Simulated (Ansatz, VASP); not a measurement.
**One calculation of MgO, two programs**

The input POSCAR:

```
MgO
1.0
    0.0000000000      2.1000000000      2.1000000000
    2.1000000000      0.0000000000      2.1000000000
    2.1000000000      2.1000000000      0.0000000000
Mg O
1 1
Direct
    0.0000000000      0.0000000000      0.0000000000
    0.5000000000      0.5000000000      0.5000000000
```

INCAR.step1

```
SYSTEM = MgO
PREC = Accurate
ENCUT = 520
ISMEAR = -1
SIGMA = 0.05
LREAL = .FALSE.
LASPH = .TRUE.
NELM = 80
NBANDS = 11
GGA = PE
ALGO = Normal
EDIFF = 1E-4
LWAVE = .TRUE.
LCHARG = .FALSE.
```

The input INCAR.step2:

```
SYSTEM = MgO
PREC = Accurate
ENCUT = 520
EDIFF = 1E-6
ISMEAR = -1
SIGMA = 0.05
LREAL = .FALSE.
LASPH = .TRUE.
NELM = 80
ALGO = Normal
ISIF = 2
LWAVE = .FALSE.
LCHARG = .FALSE.
METAGGA = R2SCAN
LMIXTAU = .TRUE.
NBANDS = 11
ISTART = 1
```

File KPOINTS:

```
Automatic mesh
0
G
  9 9 9
  0 0 0
```

Input for Ansatz:

```yaml
crystal:
  lattice:
    - [0.0, 2.1, 2.1]
    - [2.1, 0.0, 2.1]
    - [2.1, 2.1, 0.0]
  atoms:
    - { symbol: Mg, position: [0.0, 0.0, 0.0] }
    - { symbol: O, position: [0.5, 0.5, 0.5] }
hamiltonian:
  xc: r2scan
  pseudopotentials: { kind: paw }
basis:
  ecutwfc: 500
kpoints:
  mp_grid: { grid: [9, 9, 9] }
scf:
  occupations: { method: fermi_dirac, width: 0.05 }
  lower_state_search: "off"
output:
  forces: true
  stress: true
```

Alike in both runs: task single point; functional r2SCAN; k mesh 9 × 9 × 9; occupations fermi-dirac, width 0.05 eV; no spin polarisation.

|  | VASP | Ansatz |
| --- | --- | --- |
| version | VASP 6.6.1 | Ansatz 0.2.0 |
| potentials or method | VASP PAW PBE potentials, release 64 (Mg, O) | PAW, plane waves, scalar-relativistic |
| plane-wave cutoff (eV) | 520 | 500 |
| valence electrons in the cell | 8 | 16 |

|  | VASP | Ansatz | Ansatz less VASP |
| --- | --- | --- | --- |
| pressure (GPa) | -0.6 | 0.5 | +1.15 |

The two sets of potentials don't hold the same shells in valence.

Caveats: the PAW data sets were made with another functional, which shifts forces and pressure a little (VASP). r2SCAN opens gaps a little over a GGA but as a rule still falls short of measured ones.
